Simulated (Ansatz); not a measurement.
Input and output for SnSe (begun as wurtzite type, now flat h-MgO): DFT, PBE, PAW with Ansatz's default frozen-core files, scalar-relativistic (Ansatz 0.2.0). This run: volume at 0.8 of the series' base cell.

The cell comes from a relaxation on PAW files under the same functional, begun from a prototype that needn't be the stable phase.

Command: `ansatz run input.yaml --threads 1 --pin off --max-ram 3072MiB --backend cpu --events-out ev --progress --plain --runs-dir out` It took 9.8 s on 1 thread of Intel(R) Xeon(R) 6975P-C (Granite Rapids), with other jobs on the host, peak memory 0.47 GiB.

```yaml
crystal:
  lattice:
    - [4.7502645232, 0.0, 0.0]
    - [-2.3751322616, 4.1138497518, 0.0]
    - [0.0, 0.0, 5.696296505]
  atoms:
    - { symbol: Sn, position: [0.3333333333, 0.6666666667, -0.06191914] }
    - { symbol: Sn, position: [0.6666666667, 0.3333333333, 0.43808086] }
    - { symbol: Se, position: [0.3333333333, 0.6666666667, 0.43791914] }
    - { symbol: Se, position: [0.6666666667, 0.3333333333, 0.93791914] }
kpoints:
  mp_grid: { grid: [9, 9, 5] }
scf:
  occupations: { method: fermi_dirac, width: 0.08 }
hamiltonian:
  xc: pbe
  pseudopotentials: { kind: paw }
output:
  forces: true
  stress: true
  eigenvalues: true
  populations: true
  write_density: true
  write_potential: true
  elf: true
  volumetric_format: npy
```

Output:

```
Engine: ansatz 0.2.0
Pseudopotentials: kind: paw
Pseudopotential: Sn, paw, valence charge 14, recommended cutoff 420 eV (normal), Sn.paw.azcp
Pseudopotential: Se, paw, valence charge 16, recommended cutoff 420 eV (normal), Se.paw.azcp
Functional definition: PBE
  parameter kappa = 0.804
  parameter beta = 0.06672455060314922
  exchange = pbe_x(kappa = kappa, mu = beta*pi^2/3)
  correlation = pbe_c(beta = beta)
Crystal: 4 atoms, lattice volume = 111.316 Å³
Basis set: ecut = 420 eV, 2173 PW (Γ), exchange–correlation on 64×64×80 points (8 copies of the dense FFT grid, shifted against one another)
Bands: 36, of which v1, the nominal top of the filled ones, is band 30 counted from 1 (29 counted from 0)
Symmetry: 12 space group operations
Space group: P63mc (ITA 186), of the structure as read, at distance tolerance 4.8e-5 Å
k-points: 36 of 405 (time reversal used)
Non-local potential: Sn, projectors of the file, l = 0: 2, l = 1: 2, l = 2: 2, l = 3: 2
Non-local potential: Se, projectors of the file, l = 0: 2, l = 1: 2, l = 2: 3, l = 3: 1
PAW form: soft (Blöchl's): semilocal exchange-correlation on the pseudo side does not see the compensation charge
PAW one-centre angular grid: Sn, 590 points (default); XC on 64 Gauss nodes
PAW one-centre angular grid: Se, 590 points (default); XC on 64 Gauss nodes
Initial density: superposition of atomic densities (neutral atoms: chi_scale 0, normalization atom), corrected by the library's trained network
Initial wavefunctions: pseudopotential atomic-orbital guess
Functional: x = pbe(κ = 0.804, μ = 0.2195149727645171), c = pbe(β = 0.06672455060314922)
SCF iter   1: F=—  HF=-22987.090433 eV  |F-HF|=—  |Δ(HF+E_count)|=         —  Δρ=2.74e-3  dr2=1.63e-2  ethr=1.77e-3  ⟨swp⟩=7.0  Hψ=5351  notcnv=0
preconditioner: auto → Resta (q_TF=auto, 2.461 Å⁻¹)  ε∞=2.7  [insulator: Δε(μ)=0.353 eV  Ē_g=16.914 eV  σ=0.080 eV  W_gap=0.78  n_scr=22 (ndim 8)  ℏωp=22.3 eV  f_vac=0.119  D(μ)=0.19/eV (n_scr^D=0)  ε∞_Penn≈2.7]
SCF iter   2: F=—  HF=-22987.086447 eV  |F-HF|=—  |Δ(HF+E_count)|=   3.99e-3  Δρ=1.27e-3  dr2=3.60e-3  ethr=2.71e-5  ⟨swp⟩=3.0  Hψ=2675  notcnv=0
SCF iter   3: F=—  HF=-22987.086850 eV  |F-HF|=—  |Δ(HF+E_count)|=   4.04e-4  Δρ=4.70e-4  dr2=7.07e-4  ethr=6.01e-6  ⟨swp⟩=2.1  Hψ=2332  notcnv=0
SCF iter   4: F=—  HF=-22987.087054 eV  |F-HF|=—  |Δ(HF+E_count)|=   2.04e-4  Δρ=2.00e-4  dr2=9.82e-5  ethr=1.18e-6  ⟨swp⟩=2.0  Hψ=1645  notcnv=0
SCF iter   5: F=—  HF=-22987.087180 eV  |F-HF|=—  |Δ(HF+E_count)|=   1.26e-4  Δρ=5.45e-5  dr2=4.09e-6  ethr=1.64e-7  ⟨swp⟩=2.0  Hψ=1667  notcnv=0
SCF iter   6: F=—  HF=-22987.087190 eV  |F-HF|=—  |Δ(HF+E_count)|=   9.37e-6  Δρ=2.33e-5  dr2=5.88e-7  ethr=6.82e-9  ⟨swp⟩=2.0  Hψ=2022  notcnv=0
SCF iter   7: F=-22987.087194 eV  HF=-22987.087193 eV  |F-HF|=2.54e-7  |Δ(HF+E_count)|=   3.53e-6  Δρ=4.76e-6  dr2=2.63e-8  ethr=1.67e-10  ⟨swp⟩=12.2  Hψ=10775  notcnv=0
SCF 1 converged in 7 iterations: F = -22987.087194 eV  dr2 = 2.63e-8
  Residual-converged pass: ⟨swp⟩=1.0  Hψ=1440  notcnv=0  max |occ|·‖R‖ = 7.0e-9 eV (tolerance 1.0e-8 eV)  dr2=2.63e-8  dr2_onsite=5.75e-9  max |Δocc| = 5.0e-11
  greatest PAW one-centre occupation: 1.000 electrons in one spin orbital (limit 2), on the Se atom at site 3 (counted from 0), in its partial waves of l = 2
SCF converged after 7 iterations
Free energy (F): -22987.087194 eV
Harris-Foulkes:  -22987.087193 eV  (|F-HF|=2.54e-7)
Internal energy: -22987.081065 eV  (E = F + TS)
E sigma→0 (E₀):  -22987.084130 eV
Entropy (-TS):   -0.006128 eV (-1.532 meV/atom)
Fermi energy:    9.592633 eV
--- Per-component energies (eV) ---
  E_band       = -969.442120
  E_kinetic    = 616.466029
  E_local      = -7339.529236  (includes V_loc(G=0)·N_el)
  E_nonlocal   = -1256.958272
  E_hartree    = 3833.017650
  E_xc         = -979.328093
  E_vxc        = -395.143778  (∫ρ·V_xc dr)
  E_paw        = -12087.733063  (= ΣΔE_a)
  E_vpaw       = -260.307473  (= ΣTr[D̂ρ^β])
  E_aug_tail   = -0.001208  (compensation charges beyond the density's cutoff)
  E_ewald      = -5773.014873
  E_smearing   = -0.006128  (= −TS)
  E_closure    = -0.000000  (closes the sum)
  Σ components = -22987.087194   (vs F -22987.087194, Δ=0.00e0)
--- Forces (eV/Å), atoms counted from 1 ---
  atom   1  Sn     0.00000000    -0.00000000    -0.00171878
  atom   2  Sn     0.00000000     0.00000000    -0.00171878
  atom   3  Se    -0.00000000    -0.00000000     0.00171840
  atom   4  Se     0.00000000     0.00000000     0.00171840
  max |Σ_I F_I| component: 7.71e-7 eV/Å
--- Stress (GPa, compression-positive) ---
       12.223041       0.000000       0.000000
        0.000000      12.223041       0.000000
        0.000000      -0.000000      12.291032
  P = ⅓ Tr σ = 12.2457 GPa (122.457 kbar)
--- Band table (eV; the first three rows and the last of 36) ---
  k-point 0: bands = ["-38.9287", "-38.9287", "-38.9287", "-38.9287", "-38.9176", "-38.9176", "-38.9176", "-38.9175", "-38.9172", "-38.9172", "-12.6075", "-12.5736", "-12.5736", "-12.5728", "-12.5728", "-12.5480", "-12.5480", "-12.5430", "-12.5161", "-12.5161", "-5.6785", "-3.9896", "2.8003", "3.2057", "4.6743", "4.6743", "4.7070", "6.3155", "6.3155", "6.4203", "10.0322", "10.0322", "12.0613", "12.0613", "13.6336", "14.3626"]
  k-point 1: bands = ["-38.9287", "-38.9287", "-38.9287", "-38.9287", "-38.9176", "-38.9175", "-38.9175", "-38.9175", "-38.9172", "-38.9172", "-12.5993", "-12.5753", "-12.5753", "-12.5749", "-12.5749", "-12.5470", "-12.5426", "-12.5426", "-12.5179", "-12.5179", "-5.5585", "-4.2082", "2.2968", "3.8577", "4.4573", "4.8119", "4.8119", "6.1454", "6.1454", "7.5788", "10.0350", "10.0350", "11.6335", "11.6335", "12.5242", "13.8347"]
  k-point 2: bands = ["-38.9287", "-38.9287", "-38.9287", "-38.9287", "-38.9175", "-38.9175", "-38.9174", "-38.9174", "-38.9173", "-38.9173", "-12.5797", "-12.5779", "-12.5779", "-12.5773", "-12.5773", "-12.5597", "-12.5325", "-12.5325", "-12.5235", "-12.5235", "-5.2130", "-4.7065", "2.3152", "2.8788", "5.1919", "5.1919", "5.7035", "5.7035", "6.4835", "8.4726", "10.2651", "10.2651", "10.8584", "10.8584", "10.9162", "12.6380"]
  k-point 35: bands = ["-38.9288", "-38.9287", "-38.9287", "-38.9287", "-38.9175", "-38.9175", "-38.9175", "-38.9173", "-38.9173", "-38.9173", "-12.5839", "-12.5839", "-12.5676", "-12.5645", "-12.5595", "-12.5595", "-12.5389", "-12.5310", "-12.5310", "-12.5257", "-4.4902", "-4.4902", "0.5536", "0.5536", "3.7398", "4.3870", "6.6607", "6.6607", "9.4713", "9.4713", "10.5172", "10.5172", "11.4781", "11.4781", "12.9205", "12.9246"]
--- Löwdin populations: 4 sites ---
  site symbol       q [e]
     0     Sn     13.6781
     1     Sn     13.6781
     2     Se     16.2418
     3     Se     16.2418
  spilling = 0.002670 (of n_electrons = 60.000000)
```

populations.tsv:

```
# site	symbol	l	j	q
# orbitals = lowdin
# n_electrons = 60.000000
# spilling = 0.002670
0	Sn	0_5S	-	1.822532
0	Sn	1_5P	-	1.859266
0	Sn	2_4D	-	9.996315
1	Sn	0_5S	-	1.822532
1	Sn	1_5P	-	1.859266
1	Sn	2_4D	-	9.996315
2	Se	0_4S	-	1.804128
2	Se	1_4P	-	4.438132
2	Se	2_3D	-	9.999530
3	Se	0_4S	-	1.804128
3	Se	1_4P	-	4.438132
3	Se	2_3D	-	9.999530
```

Next run (shape and atoms relaxed at 0.72 of the base cell's volume), as changes to the input before:

```diff
   lattice:
-    - [4.7502645232, 0.0, 0.0]
-    - [-2.3751322616, 4.1138497518, 0.0]
-    - [0.0, 0.0, 5.696296505]
+    - [4.5827419248, 0.0, 0.0]
+    - [-2.2913709624, 3.9687709259, 0.0]
+    - [0.0, 0.0, 5.508329153]
   atoms:
-    - { symbol: Sn, position: [0.3333333333, 0.6666666667, -0.06191914] }
-    - { symbol: Sn, position: [0.6666666667, 0.3333333333, 0.43808086] }
-    - { symbol: Se, position: [0.3333333333, 0.6666666667, 0.43791914] }
-    - { symbol: Se, position: [0.6666666667, 0.3333333333, 0.93791914] }
+    - { symbol: Sn, position: [0.3333333333, 0.6666666667, -0.0458466306] }
+    - { symbol: Sn, position: [0.6666666667, 0.3333333333, 0.4541533694] }
+    - { symbol: Se, position: [0.3333333333, 0.6666666667, 0.4218466306] }
+    - { symbol: Se, position: [0.6666666667, 0.3333333333, 0.9218466306] }
 kpoints:
   stress: true
-  eigenvalues: true
-  populations: true
-  write_density: true
-  write_potential: true
-  elf: true
-  volumetric_format: npy
+relax:
+  f_tol: 0.005
+  max_steps: 30
+  cell: { stress_tol: 0.19, fix: [volume] }
```

Results part of the output:

```
basis re-selected at this cell: Δ(F+E_penalty+E_count) = -8.868e-8 eV, ΔP = -0.001 GPa vs the last step (what re-selecting the basis moved, of the pressure what is left beyond the Pulay correction that the steps carried, after the strain that the cell walked since its last selection, with what the two solves' SCF thresholds leave and, on support functions, any second-order correction that the steps lacked; it is no measure of the basis error at this ecutwfc). This SCF's stress stands 4.06e-2 GPa from its target on what of the cell is left free (relax.cell.stress_tol is 1.90e-1 GPa) and its largest allowed force component is 9.07e-4 eV/Å (relax.f_tol is 5.00e-3 eV/Å): within both
SCF converged after 5 iterations
Free energy (F): -22985.909483 eV
Harris-Foulkes:  -22985.909483 eV  (|F-HF|=0.00e0)
Internal energy: -22985.887612 eV  (E = F + TS)
E sigma→0 (E₀):  -22985.898548 eV
Entropy (-TS):   -0.021870 eV (-5.468 meV/atom)
Fermi energy:    11.132319 eV
--- Per-component energies (eV) ---
  E_band       = -891.658043
  E_kinetic    = 623.495526
  E_local      = -7005.160176  (includes V_loc(G=0)·N_el)
  E_nonlocal   = -1256.409040
  E_hartree    = 3703.411696
  E_xc         = -982.038469
  E_vxc        = -398.914341  (∫ρ·V_xc dr)
  E_paw        = -12088.615871  (= ΣΔE_a)
  E_vpaw       = -261.492158  (= ΣTr[D̂ρ^β])
  E_aug_tail   = -0.001192  (compensation charges beyond the density's cutoff)
  E_ewald      = -5980.570087
  E_smearing   = -0.021870  (= −TS)
  E_closure    = 0.000000  (closes the sum)
  Σ components = -22985.909483   (vs F -22985.909483, Δ=0.00e0)
--- Forces (eV/Å), atoms counted from 1 ---
  atom   1  Sn     0.00000000     0.00000000    -0.00090663
  atom   2  Sn     0.00000000    -0.00000000    -0.00090663
  atom   3  Se     0.00000000     0.00000000     0.00090659
  atom   4  Se     0.00000000    -0.00000000     0.00090659
  max |Σ_I F_I| component: 7.70e-8 eV/Å
--- Stress (GPa, compression-positive) ---
       22.357917       0.000000       0.000000
        0.000000      22.357917      -0.000000
        0.000000      -0.000000      22.296997
  P = ⅓ Tr σ = 22.3376 GPa (223.376 kbar)
--- Relaxed structure (4 steps of the walk, 4 accepted, 1 SCFs on fresh bases) ---
  F+E_penalty+E_count = -22985.90948285 eV   max|allowed force component| = 9.066e-4 eV/Å   (the final SCF, on the basis selected at the relaxed cell)
  cell:  # Å, volume = 100.1847 Å³
    - [4.582705116065606, 0.0, 2.0433127617844186e-21]
    - [-2.291352558032803, 3.96873904856573, -1.0216563808939648e-21]
    - [2.456005474250078e-21, -2.4364377549077375e-33, 5.508417640278077]
  atoms:
    - { symbol: Sn, position: [0.33333333333333326, 0.6666666666666665, -0.06197539974001962] }
    - { symbol: Sn, position: [0.6666666666666665, 0.33333333333333326, 0.43802460025998036] }
    - { symbol: Se, position: [0.33333333333333326, 0.6666666666666665, 0.4379753997400197] }
    - { symbol: Se, position: [0.6666666666666665, 0.33333333333333326, 0.9379753997400196] }
```

Next run (volume at 0.72 of the series' base cell), as changes to the input before:

```diff
   lattice:
-    - [4.5827419248, 0.0, 0.0]
-    - [-2.2913709624, 3.9687709259, 0.0]
-    - [0.0, 0.0, 5.508329153]
+    - [4.5827051161, 0.0, 0.0]
+    - [-2.291352558, 3.9687390486, 0.0]
+    - [0.0, 0.0, 5.5084176403]
   atoms:
-    - { symbol: Sn, position: [0.3333333333, 0.6666666667, -0.0458466306] }
-    - { symbol: Sn, position: [0.6666666667, 0.3333333333, 0.4541533694] }
-    - { symbol: Se, position: [0.3333333333, 0.6666666667, 0.4218466306] }
-    - { symbol: Se, position: [0.6666666667, 0.3333333333, 0.9218466306] }
+    - { symbol: Sn, position: [0.3333333333, 0.6666666667, -0.0619753997] }
+    - { symbol: Sn, position: [0.6666666667, 0.3333333333, 0.4380246003] }
+    - { symbol: Se, position: [0.3333333333, 0.6666666667, 0.4379753997] }
+    - { symbol: Se, position: [0.6666666667, 0.3333333333, 0.9379753997] }
 kpoints:
   stress: true
-relax:
-  f_tol: 0.005
-  max_steps: 30
-  cell: { stress_tol: 0.19, fix: [volume] }
+  eigenvalues: true
+  populations: true
```

Results part of the output:

```
SCF 1 converged in 6 iterations: F = -22985.909483 eV  dr2 = 8.81e-8
  greatest PAW one-centre occupation: 1.000 electrons in one spin orbital (limit 2), on the Se atom at site 3 (counted from 0), in its partial waves of l = 2
SCF converged after 6 iterations
Free energy (F): -22985.909483 eV
Harris-Foulkes:  -22985.909483 eV  (|F-HF|=1.14e-7)
Internal energy: -22985.887609 eV  (E = F + TS)
E sigma→0 (E₀):  -22985.898546 eV
Entropy (-TS):   -0.021874 eV (-5.468 meV/atom)
Fermi energy:    11.132195 eV
--- Per-component energies (eV) ---
  E_band       = -891.670631
  E_kinetic    = 623.493920
  E_local      = -7005.162789  (includes V_loc(G=0)·N_el)
  E_nonlocal   = -1256.407788
  E_hartree    = 3703.415439
  E_xc         = -982.037926
  E_vxc        = -398.913598  (∫ρ·V_xc dr)
  E_paw        = -12088.617185  (= ΣΔE_a)
  E_vpaw       = -261.492478  (= ΣTr[D̂ρ^β])
  E_aug_tail   = -0.001192  (compensation charges beyond the density's cutoff)
  E_ewald      = -5980.570086
  E_smearing   = -0.021874  (= −TS)
  E_closure    = 0.000000  (closes the sum)
  Σ components = -22985.909483   (vs F -22985.909483, Δ=0.00e0)
--- Forces (eV/Å), atoms counted from 1 ---
  atom   1  Sn    -0.00000000     0.00000000    -0.00090172
  atom   2  Sn     0.00000000    -0.00000000    -0.00090172
  atom   3  Se    -0.00000000     0.00000000     0.00091486
  atom   4  Se     0.00000000    -0.00000000     0.00091486
  max |Σ_I F_I| component: 2.63e-5 eV/Å
--- Stress (GPa, compression-positive) ---
       22.358001       0.000000       0.000000
        0.000000      22.358001      -0.000000
        0.000000      -0.000000      22.296743
  P = ⅓ Tr σ = 22.3376 GPa (223.376 kbar)
--- Band table (eV; the first three rows and the last of 36) ---
  k-point 0: bands = ["-37.6816", "-37.6816", "-37.6816", "-37.6816", "-37.6683", "-37.6682", "-37.6676", "-37.6676", "-37.6670", "-37.6670", "-11.1884", "-11.1163", "-11.1163", "-11.1152", "-11.1152", "-11.0812", "-11.0812", "-11.0807", "-11.0335", "-11.0335", "-4.9492", "-2.8067", "3.5704", "4.7561", "5.7175", "5.7175", "6.7401", "7.5695", "7.5695", "7.6734", "11.4233", "11.4233", "13.7325", "13.7325", "15.0962", "15.9540"]
  k-point 1: bands = ["-37.6816", "-37.6816", "-37.6816", "-37.6816", "-37.6683", "-37.6682", "-37.6675", "-37.6675", "-37.6670", "-37.6670", "-11.1747", "-11.1195", "-11.1195", "-11.1185", "-11.1185", "-11.0871", "-11.0727", "-11.0727", "-11.0361", "-11.0361", "-4.8084", "-3.1102", "3.4149", "5.5147", "5.7859", "5.8724", "5.8724", "7.3786", "7.3786", "9.2304", "11.4118", "11.4118", "13.2180", "13.2180", "14.3204", "15.3326"]
  k-point 2: bands = ["-37.6816", "-37.6816", "-37.6816", "-37.6816", "-37.6682", "-37.6682", "-37.6674", "-37.6674", "-37.6672", "-37.6672", "-11.1419", "-11.1236", "-11.1236", "-11.1225", "-11.1225", "-11.1082", "-11.0574", "-11.0574", "-11.0441", "-11.0441", "-4.3948", "-3.7654", "3.6322", "4.3498", "6.3009", "6.3009", "6.8792", "6.8792", "7.9052", "10.1656", "11.6568", "11.6568", "12.3237", "12.3237", "12.6500", "14.5477"]
  k-point 35: bands = ["-37.6817", "-37.6817", "-37.6817", "-37.6816", "-37.6682", "-37.6682", "-37.6674", "-37.6673", "-37.6673", "-37.6672", "-11.1368", "-11.1368", "-11.1058", "-11.1046", "-11.1046", "-11.1013", "-11.0678", "-11.0572", "-11.0572", "-11.0481", "-3.4673", "-3.4673", "1.5095", "1.5095", "4.6126", "5.3391", "7.9497", "7.9497", "11.2041", "11.2041", "12.2663", "12.2663", "13.2646", "13.2646", "14.3869", "14.4007"]
--- Löwdin populations: 4 sites ---
  site symbol       q [e]
     0     Sn     13.7134
     1     Sn     13.7134
     2     Se     16.1868
     3     Se     16.1868
  spilling = 0.003326 (of n_electrons = 60.000000)
```

Next run (shape and atoms relaxed at 0.64 of the base cell's volume), as changes to the input before:

```diff
   lattice:
-    - [4.5827051161, 0.0, 0.0]
-    - [-2.291352558, 3.9687390486, 0.0]
-    - [0.0, 0.0, 5.5084176403]
+    - [4.406305048, 0.0, 0.0]
+    - [-2.203152524, 3.8159721084, 0.0]
+    - [0.0, 0.0, 5.2962569027]
   atoms:
-    - { symbol: Sn, position: [0.3333333333, 0.6666666667, -0.0619753997] }
-    - { symbol: Sn, position: [0.6666666667, 0.3333333333, 0.4380246003] }
-    - { symbol: Se, position: [0.3333333333, 0.6666666667, 0.4379753997] }
-    - { symbol: Se, position: [0.6666666667, 0.3333333333, 0.9379753997] }
+    - { symbol: Sn, position: [0.3333333333, 0.6666666667, -0.0458466306] }
+    - { symbol: Sn, position: [0.6666666667, 0.3333333333, 0.4541533694] }
+    - { symbol: Se, position: [0.3333333333, 0.6666666667, 0.4218466306] }
+    - { symbol: Se, position: [0.6666666667, 0.3333333333, 0.9218466306] }
 kpoints:
   stress: true
-  eigenvalues: true
-  populations: true
+relax:
+  f_tol: 0.005
+  max_steps: 30
+  cell: { stress_tol: 0.29, fix: [volume] }
```

Results part of the output:

```
basis re-selected at this cell: Δ(F+E_penalty+E_count) = -3.766e-6 eV, ΔP = -0.001 GPa vs the last step (what re-selecting the basis moved, of the pressure what is left beyond the Pulay correction that the steps carried, after the strain that the cell walked since its last selection, with what the two solves' SCF thresholds leave and, on support functions, any second-order correction that the steps lacked; it is no measure of the basis error at this ecutwfc). This SCF's stress stands 7.50e-4 GPa from its target on what of the cell is left free (relax.cell.stress_tol is 2.90e-1 GPa) and its largest allowed force component is 1.03e-4 eV/Å (relax.f_tol is 5.00e-3 eV/Å): within both
SCF converged after 4 iterations
Free energy (F): -22983.870858 eV
Harris-Foulkes:  -22983.870858 eV  (|F-HF|=3.49e-10)
Internal energy: -22983.823573 eV  (E = F + TS)
E sigma→0 (E₀):  -22983.847215 eV
Entropy (-TS):   -0.047285 eV (-11.821 meV/atom)
Fermi energy:    13.036011 eV
--- Per-component energies (eV) ---
  E_band       = -799.366636
  E_kinetic    = 632.078833
  E_local      = -6624.558333  (includes V_loc(G=0)·N_el)
  E_nonlocal   = -1255.245064
  E_hartree    = 3557.964206
  E_xc         = -984.854748
  E_vxc        = -402.963001  (∫ρ·V_xc dr)
  E_paw        = -12090.747823  (= ΣΔE_a)
  E_vpaw       = -264.606444  (= ΣTr[D̂ρ^β])
  E_aug_tail   = -0.001135  (compensation charges beyond the density's cutoff)
  E_ewald      = -6218.459508
  E_smearing   = -0.047285  (= −TS)
  E_closure    = 0.000000  (closes the sum)
  Σ components = -22983.870858   (vs F -22983.870858, Δ=0.00e0)
--- Forces (eV/Å), atoms counted from 1 ---
  atom   1  Sn     0.00000000    -0.00000000    -0.00009798
  atom   2  Sn    -0.00000000     0.00000000    -0.00009798
  atom   3  Se    -0.00000000    -0.00000000     0.00010823
  atom   4  Se    -0.00000000     0.00000000     0.00010823
  max |Σ_I F_I| component: 2.05e-5 eV/Å
--- Stress (GPa, compression-positive) ---
       37.392164      -0.000000       0.000000
       -0.000000      37.392164       0.000000
        0.000000       0.000000      37.393288
  P = ⅓ Tr σ = 37.3925 GPa (373.925 kbar)
--- Relaxed structure (5 steps of the walk, 5 accepted, 1 SCFs on fresh bases) ---
  F+E_penalty+E_count = -22983.87085789 eV   max|allowed force component| = 1.031e-4 eV/Å   (the final SCF, on the basis selected at the relaxed cell)
  cell:  # Å, volume = 89.0530 Å³
    - [4.410668966999461, -1.6133771185873585e-19, -4.840131355761862e-19]
    - [-2.2053344834997306, 3.8197513731052015, 2.4200656778803646e-19]
    - [-5.817704136152738e-19, -7.857608419943116e-32, 5.285781846629998]
  atoms:
    - { symbol: Sn, position: [0.3333333333333333, 0.6666666666666666, -0.06199838270650456] }
    - { symbol: Sn, position: [0.6666666666666667, 0.3333333333333333, 0.43800161729349546] }
    - { symbol: Se, position: [0.3333333333333333, 0.6666666666666666, 0.43799838270650454] }
    - { symbol: Se, position: [0.6666666666666667, 0.3333333333333333, 0.9379983827065045] }
```

Spin–orbit coupling is left out, which matters for the heavy atoms.
